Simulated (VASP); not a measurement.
Here is a VASP 6.6.1 calculation.

The input INCAR:

```
SYSTEM = InAs
PREC = Accurate ; ENCUT = 520
EDIFF = 1E-8 ; ISMEAR = 0
SIGMA = 0.02 ; LREAL = .FALSE.
LASPH = .TRUE. ; NELM = 100
ALGO = Normal ; ISIF = 2
LWAVE = .FALSE. ; LCHARG = .TRUE.
GGA = PE ; IBRION = 8
NSW = 1
```

KPOINTS

```
regular mesh
0
G
  12 12 12
  0 0 0
```

The input POSCAR:

```
InAs
1.0
    0.0000000000      3.0490601873      3.0490601873
    3.0490601873      0.0000000000      3.0490601873
    3.0490601873      3.0490601873      0.0000000000
In As
1 1
Direct
    0.0000000000      0.0000000000      0.0000000000
    0.2500000000      0.2500000000      0.2500000000
```

Potentials or basis: VASP PAW PBE potentials, release 64 (In_d, As).

Launch:

```sh
$ cat potpaw_PBE.64/In_d/POTCAR potpaw_PBE.64/As/POTCAR > POTCAR
$ mpirun -np 1 vasp_std > vasp.out
```

Q: Estimate the highest phonon frequency at Γ, LO-TO splitting left out.

A: 209 cm⁻¹.

Phonon frequencies in cm⁻¹ (negative: imaginary):
```tsv
q point	frequencies
(0.000, 0.000, 0.000)	0 0 0 209 209 209
```

Caveat: the atoms weren't relaxed first, which shifts response properties.
